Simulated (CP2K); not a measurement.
Wanted: the native input for a CP2K 2026.2 run.

```
Task                                     : single point
Functional                               : vdW-DF-cx
Potentials or basis                      : POTENTIAL_UZH Sr GTH-PBE-q10, Cl GTH-PBE-q7; TZVP-MOLOPT-PBE-GTH basis
Density cutoff                           : 12245 eV
k mesh                                   : 7 × 7 × 7
Occupations                              : fermi-dirac, width 0.05 eV
Spin                                     : no spin polarisation
SCF solver                               : diagonalisation with k points
Quickstep method                         : GPW
EPS_DEFAULT                              : 1.0E-10
EPS_SCF                                  : 1.0E-6
MAX_SCF                                  : 100
SCF_GUESS                                : ATOMIC
k points reduced by the point group      : yes
Mesh centred on Gamma                    : yes
CHOLESKY                                 : OFF
EPS_EIGVAL                               : 1.0E-7
MIXING METHOD                            : BROYDEN_MIXING
MIXING ALPHA                             : 0.4
NBUFFER                                  : 8
NGRIDS                                   : 4
Basis sets                               : Sr TZVP-MOLOPT-PBE-GTH-q10, Cl TZVP-MOLOPT-PBE-GTH-q7
Potentials                               : Sr GTH-PBE-q10 of POTENTIAL_UZH, Cl GTH-PBE-q7 of POTENTIAL_UZH
ADDED_MOS                                : [12]
REL_CUTOFF (Ry)                          : 60 Ry
MIXING BETA (1/bohr)                     : 1.5 1/bohr
CUTOFF of the grids                      : 900 Ry
Cutoff of the non-local correlation (Ry) : 300
```

SrCl2:

```xyz
3
Lattice="4.9333 0.0000 0.0000 2.4666 4.2723 0.0000 2.4666 1.4241 4.0280" Properties=species:S:1:pos:R:3 pbc="T T T"
Sr    0.0000    0.0000    0.0000
Cl    7.3999    4.2723    3.0210
Cl    2.4666    1.4241    1.0070
```

These files were run (other wordings do the same):

srcl2_scf.inp

```
&GLOBAL
  PROJECT srcl2_scf
  RUN_TYPE ENERGY_FORCE
  PRINT_LEVEL LOW
&END GLOBAL
&FORCE_EVAL
  METHOD QS
  STRESS_TENSOR ANALYTICAL
  &DFT
    BASIS_SET_FILE_NAME BASIS_MOLOPT_UZH
    POTENTIAL_FILE_NAME POTENTIAL_UZH
    &MGRID
      CUTOFF 900
      REL_CUTOFF 60
      NGRIDS 4
    &END MGRID
    &QS
      METHOD GPW
      EPS_DEFAULT 1.0E-10
    &END QS
    &KPOINTS
      SCHEME MONKHORST-PACK 7 7 7
      GAMMA_CENTERED T
      SYMMETRY T
      SYMMETRY_BACKEND SPGLIB
    &END KPOINTS
    &SCF
      SCF_GUESS ATOMIC
      EPS_SCF 1.0E-6
      MAX_SCF 100
      ADDED_MOS 12
      CHOLESKY OFF
      EPS_EIGVAL 1.0E-7
      &DIAGONALIZATION ON
        ALGORITHM STANDARD
      &END DIAGONALIZATION
      &MIXING ON
        METHOD BROYDEN_MIXING
        ALPHA 0.4
        BETA 1.5
        NBUFFER 8
      &END MIXING
      &SMEAR ON
        METHOD FERMI_DIRAC
        ELECTRONIC_TEMPERATURE [K] 580.226
      &END SMEAR
    &END SCF
    &XC
      &XC_FUNCTIONAL
        &GGA_X_LV_RPW86
        &END GGA_X_LV_RPW86
        &LDA_C_PW
        &END LDA_C_PW
      &END XC_FUNCTIONAL
      &VDW_POTENTIAL
        POTENTIAL_TYPE NON_LOCAL
        &NON_LOCAL
          TYPE DRSLL
          KERNEL_FILE_NAME vdW_kernel_table.dat
          CUTOFF 300
        &END NON_LOCAL
      &END VDW_POTENTIAL
    &END XC
    &PRINT
      &KPOINTS ON
      &END KPOINTS
      &MULLIKEN ON
      &END MULLIKEN
      &MO ON
        ENERGIES T
        OCCUPATION_NUMBERS T
        &EACH
          QS_SCF 0
        &END EACH
        ADD_LAST NUMERIC
      &END MO
    &END PRINT
  &END DFT
  &SUBSYS
    &CELL
      A 4.9332718803 0.0000000000 0.0000000000
      B 2.4666359402 4.2723387721 0.0000000000
      C 2.4666359402 1.4241129240 4.0279996231
      PERIODIC XYZ
    &END CELL
    &COORD
      SCALED
      Sr  0.0000000000 0.0000000000 0.0000000000
      Cl  0.7500000000 0.7500000000 0.7500000000
      Cl  0.2500000000 0.2500000000 0.2500000000
    &END COORD
    &KIND Sr
      BASIS_SET TZVP-MOLOPT-PBE-GTH-q10
      POTENTIAL GTH-PBE-q10
    &END KIND
    &KIND Cl
      BASIS_SET TZVP-MOLOPT-PBE-GTH-q7
      POTENTIAL GTH-PBE-q7
    &END KIND
    &PRINT
      &ATOMIC_COORDINATES ON
      &END ATOMIC_COORDINATES
      &CELL ON
      &END CELL
    &END PRINT
  &END SUBSYS
  &PRINT
    &FORCES ON
    &END FORCES
    &STRESS_TENSOR ON
    &END STRESS_TENSOR
  &END PRINT
&END FORCE_EVAL
```

Potentials or basis: POTENTIAL_UZH Sr GTH-PBE-q10, Cl GTH-PBE-q7; TZVP-MOLOPT-PBE-GTH basis.

The run is started by

```bash
$ OMP_NUM_THREADS=1 cp2k.psmp -i srcl2_scf.inp -o srcl2_scf.out
```

Results of the run:

```
Pressure               : 0.0 GPa
Band gap on the k mesh : 5.27 eV, indirect (least direct gap 5.58 eV)
Mulliken charges       : Sr +1.36; Cl -0.68 e
```

Caveat: Mulliken charges move with the basis; the potentials were made for another functional, which shifts forces and pressure; an odd mesh through Γ misses points on the zone boundary, where band edges often lie; the basis of atomic orbitals isn't converged, which shifts pressures, moduli and gaps.

Run time: 36 s on 1 thread of Arm Neoverse V1 (shared host), peak memory 0.75 GiB.
